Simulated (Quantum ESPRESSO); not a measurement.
Input of a Quantum ESPRESSO 7.5 run:

Contents of pw.in:

```
&CONTROL
  calculation = 'scf'
  prefix = 'pwscf'
  outdir = './tmp'
  pseudo_dir = './pseudo'
  tprnfor = .true.
  disk_io = 'low'
/
&SYSTEM
  ibrav = 0
  nat = 3
  ntyp = 2
  ecutwfc = 70
  nbnd = 23
  input_dft = 'r2scan'
  occupations = 'smearing'
  smearing = 'fd'
  degauss = 0.00367493
  nspin = 2
  starting_magnetization(1) = 0.0556
  starting_magnetization(2) = 0
  nosym = .true.
/
&ELECTRONS
  conv_thr = 1d-08
  electron_maxstep = 120
  mixing_beta = 0.3
/
ATOMIC_SPECIES
Ni    58.6934 Ni_ONCV_PBE-1.2.upf
Si    28.0850 Si_ONCV_PBE-1.2.upf
CELL_PARAMETERS angstrom
   0.0000000000    2.7030000000    2.7030000000
   2.7030000000    0.0000000000    2.7030000000
   2.7030000000    2.7030000000    0.0000000000
ATOMIC_POSITIONS crystal
Ni     0.0000000000    0.0000000000    0.0000000000
Si     0.7500000000    0.7500000000    0.7500000000
Si     0.2500000000    0.2500000000    0.2500000000
K_POINTS automatic
7 7 7 0 0 0
```

File bands.in:

```
&CONTROL
  calculation = 'bands'
  prefix = 'pwscf'
  outdir = './tmp'
  pseudo_dir = './pseudo'
  disk_io = 'low'
  verbosity = 'high'
/
&SYSTEM
  ibrav = 0
  nat = 3
  ntyp = 2
  ecutwfc = 70
  nbnd = 23
  input_dft = 'r2scan'
  occupations = 'smearing'
  smearing = 'fd'
  degauss = 0.00367493
  nspin = 2
  starting_magnetization(1) = 0.0556
  starting_magnetization(2) = 0
  nosym = .true.
/
&ELECTRONS
  conv_thr = 1d-08
  electron_maxstep = 120
  mixing_beta = 0.3
  diago_full_acc = .true.
  startingwfc = 'random'
/
ATOMIC_SPECIES
Ni    58.6934 Ni_ONCV_PBE-1.2.upf
Si    28.0850 Si_ONCV_PBE-1.2.upf
CELL_PARAMETERS angstrom
   0.0000000000    2.7030000000    2.7030000000
   2.7030000000    0.0000000000    2.7030000000
   2.7030000000    2.7030000000    0.0000000000
ATOMIC_POSITIONS crystal
Ni     0.0000000000    0.0000000000    0.0000000000
Si     0.7500000000    0.7500000000    0.7500000000
Si     0.2500000000    0.2500000000    0.2500000000
K_POINTS crystal
60
 0.0000000000  0.0000000000  0.0000000000 1
 0.0625000000  0.0000000000  0.0625000000 1
 0.1250000000  0.0000000000  0.1250000000 1
 0.1875000000  0.0000000000  0.1875000000 1
 0.2500000000  0.0000000000  0.2500000000 1
 0.3125000000  0.0000000000  0.3125000000 1
 0.3750000000  0.0000000000  0.3750000000 1
 0.4375000000  0.0000000000  0.4375000000 1
 0.5000000000  0.0000000000  0.5000000000 1
 0.5000000000  0.0625000000  0.5625000000 1
 0.5000000000  0.1250000000  0.6250000000 1
 0.5000000000  0.1875000000  0.6875000000 1
 0.5000000000  0.2500000000  0.7500000000 1
 0.4375000000  0.3125000000  0.7500000000 1
 0.3750000000  0.3750000000  0.7500000000 1
 0.3375000000  0.3375000000  0.6750000000 1
 0.3000000000  0.3000000000  0.6000000000 1
 0.2625000000  0.2625000000  0.5250000000 1
 0.2250000000  0.2250000000  0.4500000000 1
 0.1875000000  0.1875000000  0.3750000000 1
 0.1500000000  0.1500000000  0.3000000000 1
 0.1125000000  0.1125000000  0.2250000000 1
 0.0750000000  0.0750000000  0.1500000000 1
 0.0375000000  0.0375000000  0.0750000000 1
 0.0000000000  0.0000000000  0.0000000000 1
 0.0625000000  0.0625000000  0.0625000000 1
 0.1250000000  0.1250000000  0.1250000000 1
 0.1875000000  0.1875000000  0.1875000000 1
 0.2500000000  0.2500000000  0.2500000000 1
 0.3125000000  0.3125000000  0.3125000000 1
 0.3750000000  0.3750000000  0.3750000000 1
 0.4375000000  0.4375000000  0.4375000000 1
 0.5000000000  0.5000000000  0.5000000000 1
 0.5250000000  0.4500000000  0.5250000000 1
 0.5500000000  0.4000000000  0.5500000000 1
 0.5750000000  0.3500000000  0.5750000000 1
 0.6000000000  0.3000000000  0.6000000000 1
 0.6250000000  0.2500000000  0.6250000000 1
 0.5833333333  0.2500000000  0.6666666667 1
 0.5416666667  0.2500000000  0.7083333333 1
 0.5000000000  0.2500000000  0.7500000000 1
 0.5000000000  0.2857142857  0.7142857143 1
 0.5000000000  0.3214285714  0.6785714286 1
 0.5000000000  0.3571428571  0.6428571429 1
 0.5000000000  0.3928571429  0.6071428571 1
 0.5000000000  0.4285714286  0.5714285714 1
 0.5000000000  0.4642857143  0.5357142857 1
 0.5000000000  0.5000000000  0.5000000000 1
 0.4821428571  0.4821428571  0.5357142857 1
 0.4642857143  0.4642857143  0.5714285714 1
 0.4464285714  0.4464285714  0.6071428571 1
 0.4285714286  0.4285714286  0.6428571429 1
 0.4107142857  0.4107142857  0.6785714286 1
 0.3928571429  0.3928571429  0.7142857143 1
 0.3750000000  0.3750000000  0.7500000000 1
 0.6250000000  0.2500000000  0.6250000000 1
 0.5937500000  0.1875000000  0.5937500000 1
 0.5625000000  0.1250000000  0.5625000000 1
 0.5312500000  0.0625000000  0.5312500000 1
 0.5000000000  0.0000000000  0.5000000000 1
```

Potentials or basis: SG15 PBE 1.2.

Launch:

```console
$ OMP_NUM_THREADS=1 mpirun -n 4 pw.x -nk 4 -in pw.in > pw.out
$ OMP_NUM_THREADS=1 mpirun -n 4 pw.x -nk 4 -in bands.in > bands.out
```

Problem. Estimate the net moment.

Solution. 0.00 μB per cell.

Problem. Predict the absolute moment.

Solution. 0.00 μB per cell.

Levels at the corners of the path, in eV from the Fermi level:
Spin up:
| point | band 11 | band 12 | band 13 | band 14 | band 15 | band 16 |
| --- | --- | --- | --- | --- | --- | --- |
| Γ | -0.16 | 1.84 | 1.84 | 1.84 | 2.51 | 2.51 |
| X | -3.75 | -3.56 | -3.24 | -0.40 | 1.68 | 8.30 |
| W | -3.75 | -3.31 | -2.53 | 2.42 | 2.42 | 5.14 |
| K | -3.56 | -3.03 | -2.74 | 0.29 | 4.03 | 5.04 |
| Γ | -0.16 | 1.84 | 1.84 | 1.84 | 2.51 | 2.51 |
| L | -3.47 | -1.47 | -1.47 | 1.98 | 1.98 | 2.12 |
| U | -3.56 | -3.03 | -2.74 | 0.29 | 4.03 | 5.04 |
| W | -3.75 | -3.31 | -2.53 | 2.42 | 2.42 | 5.14 |
| L | -3.47 | -1.47 | -1.47 | 1.98 | 1.98 | 2.12 |
| K | -3.56 | -3.03 | -2.74 | 0.29 | 4.03 | 5.04 |
| U | -3.56 | -3.03 | -2.74 | 0.29 | 4.03 | 5.04 |
| X | -3.75 | -3.56 | -3.24 | -0.40 | 1.68 | 8.30 |
Spin down:
```
point  band 11  band 12  band 13  band 14  band 15  band 16
    Γ    -0.16     1.84     1.84     1.84     2.51     2.51
    X    -3.75    -3.56    -3.24    -0.40     1.68     8.30
    W    -3.75    -3.31    -2.53     2.42     2.42     5.14
    K    -3.56    -3.03    -2.74     0.29     4.03     5.04
    Γ    -0.16     1.84     1.84     1.84     2.51     2.51
    L    -3.46    -1.47    -1.47     1.98     1.98     2.12
    U    -3.56    -3.03    -2.74     0.29     4.03     5.04
    W    -3.75    -3.31    -2.53     2.42     2.42     5.14
    L    -3.46    -1.47    -1.47     1.98     1.98     2.12
    K    -3.56    -3.03    -2.74     0.29     4.03     5.04
    U    -3.56    -3.03    -2.74     0.29     4.03     5.04
    X    -3.75    -3.56    -3.24    -0.40     1.68     8.30
```

Caveat: the k mesh is coarse.
